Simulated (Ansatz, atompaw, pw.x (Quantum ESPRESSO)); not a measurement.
## From atom to crystal: PAW (atompaw) potential for platinum

| Item | Value |
| --- | --- |
| Element | platinum |
| Generator | atompaw 4.2.0.5 |
| Type | PAW |
| Functional | PBE |
| Relativity | scalar-relativistic |
| Frozen core | [Xe] 4f14 |
| Valence charge | 10 |
| Reference configuration | 5d9 6s1 6p0 |
| Partial waves | 6s (bound): rc 2.45 bohr; 6s channel at 0.5 Ry: rc 2.45 bohr; 6p (bound, empty): rc 3.00 bohr; 6p channel at 1.65 Ry: rc 3.00 bohr; 5d (bound): rc 1.50 bohr; 5d channel at 1.35 Ry: rc 1.50 bohr |
| Local potential | bessel scheme, radius 2.10 bohr |
| Core correction | smooth core density matched at 2.25 bohr |
| Augmentation charge | sinc compensation charge, radius 2.45 bohr; PAW radius 3.00 bohr; waves and projectors: custom rrkj gramschmidtortho |

Crystal test: bcc Pt in pw.x 7.5, no spin, 15³ k-points, Fermi–Dirac smearing 0.01 Ry, cutoffs 100/900 Ry. The reference is all-electron LAPW (Ansatz 0.2.0) with the same functional, mesh and smearing; V0 and B0 come from Birch–Murnaghan fits to the pressures at five volumes. Errors are pseudo minus all-electron; Δ is the rms difference of the E(V) curves that follow from these fits, minima aligned, over ±6 % about the mean V0. Mesh and smearing are coarse, so the numbers serve the comparison and aren't converged zero-temperature values; the lattice is a test structure that the element need not adopt.

| V (Å³/atom) | P all-electron (GPa) | P pseudo (GPa) |
| --- | --- | --- |
| 15.066 | 13.63 | 16.59 |
| 15.463 | 6.17 | 8.71 |
| 15.859 | -0.19 | 2.00 |
| 16.255 | -5.60 | -3.70 |
| 16.652 | -10.19 | -8.53 |

All-electron: a0 = 3.165 Å (V0 = 15.85 Å³/atom), B0 = 235.3 GPa.

Pseudopotential: mean pressure error (GPa): +2.25; a0 (Å): 3.174; a0 error (%): +0.30; B0 error (%): +0.2; Δ (meV/atom): 7.6. The largest radius (3.00 bohr) exceeds half the bond length (2.59 bohr), so the spheres overlap, which is one possible source of error among others.

Task: At the middle volume, how do free energy and pressure move when the wave cutoff is lowered (ecutrho held at 900 Ry)?

Result:

| cutoff (Ry) | shift of F (meV/atom) | shift of P (GPa) |
| --- | --- | --- |
| 45 | +94.7 | -6.91 |
| 60 | +36.8 | -0.49 |
| 80 | +3.2 | -0.35 |

Input at the middle volume:

```
&control
  calculation='scf', prefix='x', pseudo_dir='./', outdir='./tmp', tstress=.true., disk_io='none'
/
&system
  ibrav=0, nat=1, ntyp=1, ecutwfc=100, ecutrho=900, nbnd=12,
  occupations='smearing', smearing='fd', degauss=0.01
/
&electrons
  conv_thr=1e-09, mixing_beta=0.4, electron_maxstep=70
/
ATOMIC_SPECIES
Pt 1.0 Pt.UPF
CELL_PARAMETERS angstrom
  -1.58272430 1.58272430 1.58272430
  1.58272430 -1.58272430 1.58272430
  1.58272430 1.58272430 -1.58272430
ATOMIC_POSITIONS crystal
Pt 0.0000 0.0000 0.0000
K_POINTS automatic
15 15 15 0 0 0
```

```bash
pw.x < Pt.scf.in > Pt.scf.out
```

Lines of the output:

```
Message from routine setup:
     using ibrav=0 with symmetry is DISCOURAGED, use correct ibrav instead
     lattice parameter (alat)  =       5.1804  a.u.
     unit-cell volume          =     107.0218 (a.u.)^3
     number of electrons       =        10.00
     number of Kohn-Sham states=           12
     kinetic-energy cutoff     =     100.0000  Ry
     charge density cutoff     =     900.0000  Ry
     scf convergence threshold =      1.0E-09
     Exchange-correlation= SLA PW PBX PBC
     number of k points=   120  Fermi-Dirac smearing, width (Ry)=  0.0100
     negative rho (up, down):  1.893E-03 0.000E+00
     iteration #  1     ecut=   100.00 Ry     beta= 0.40
     negative rho (up, down):  2.463E-03 0.000E+00
     total energy              =    -747.28134098 Ry
     estimated scf accuracy    <       0.11593124 Ry
     iteration #  2     ecut=   100.00 Ry     beta= 0.40
     negative rho (up, down):  2.874E-03 0.000E+00
     total energy              =    -747.29220087 Ry
     estimated scf accuracy    <       0.00436799 Ry
     iteration #  3     ecut=   100.00 Ry     beta= 0.40
     negative rho (up, down):  3.293E-03 0.000E+00
     total energy              =    -747.29216170 Ry
     estimated scf accuracy    <       0.00032904 Ry
     iteration #  4     ecut=   100.00 Ry     beta= 0.40
     negative rho (up, down):  3.285E-03 0.000E+00
     total energy              =    -747.29217804 Ry
     estimated scf accuracy    <       0.00000121 Ry
     iteration #  5     ecut=   100.00 Ry     beta= 0.40
     negative rho (up, down):  3.286E-03 0.000E+00
     total energy              =    -747.29217836 Ry
     estimated scf accuracy    <       0.00000017 Ry
     iteration #  6     ecut=   100.00 Ry     beta= 0.40
     negative rho (up, down):  3.287E-03 0.000E+00
     total energy              =    -747.29217837 Ry
     estimated scf accuracy    <       0.00000004 Ry
     iteration #  7     ecut=   100.00 Ry     beta= 0.40
     negative rho (up, down):  3.286E-03 0.000E+00
     the Fermi energy is    16.4207 ev
!    total energy              =    -747.29217838 Ry
     estimated scf accuracy    <          4.7E-11 Ry
     smearing contrib. (-TS)   =      -0.00442311 Ry
     The total energy is F=E-TS. E is the sum of the following terms:
     one-electron contribution =      17.63043967 Ry
     hartree contribution      =       4.41615843 Ry
     xc contribution           =     -10.66959866 Ry
     ewald contribution        =     -60.83811965 Ry
     one-center paw contrib.   =    -697.82663506 Ry
     convergence has been achieved in   7 iterations
     negative rho (up, down):  3.286E-03 0.000E+00
          total   stress  (Ry/bohr**3)                   (kbar)     P=       20.00
     Message from routine punch:
     Nothing written, as per user request (disk_io='none')
```

The run at the middle volume (120 k-points, 7 iterations) took about 18 s on one core of a shared host (Intel(R) Xeon(R) 6975P-C, 192 threads, 378 GiB, load 33).
